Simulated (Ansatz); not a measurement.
Results of r²SCAN (Ansatz, a program for electronic structure, plane waves, PAW) for rutile RuO2.

Run with plane-wave cutoff 560 eV, 12×12×18 k mesh (along the axes of the cell as run), Fermi–Dirac smearing 0.05 eV, no spin polarisation, scalar-relativistic PAW data made under PBE.

The cell is scaled about its equilibrium volume:

Shape and atoms are relaxed at each volume.

```json
[
 {"V (Å³/atom)": "9.976", "P (GPa)": "12.56", "c (Å)": "3.083", "a (Å)": "4.406"},
 {"V (Å³/atom)": "10.184", "P (GPa)": "5.93", "c (Å)": "3.095", "a (Å)": "4.444"},
 {"V (Å³/atom)": "10.392", "P (GPa)": "0.00", "c (Å)": "3.107", "a (Å)": "4.480"},
 {"V (Å³/atom)": "10.600", "P (GPa)": "-5.30", "c (Å)": "3.119", "a (Å)": "4.516"},
 {"V (Å³/atom)": "10.808", "P (GPa)": "-10.03", "c (Å)": "3.131", "a (Å)": "4.551"}
]
```

Note: the bulk modulus comes from volumes at which shape and atoms were relaxed.
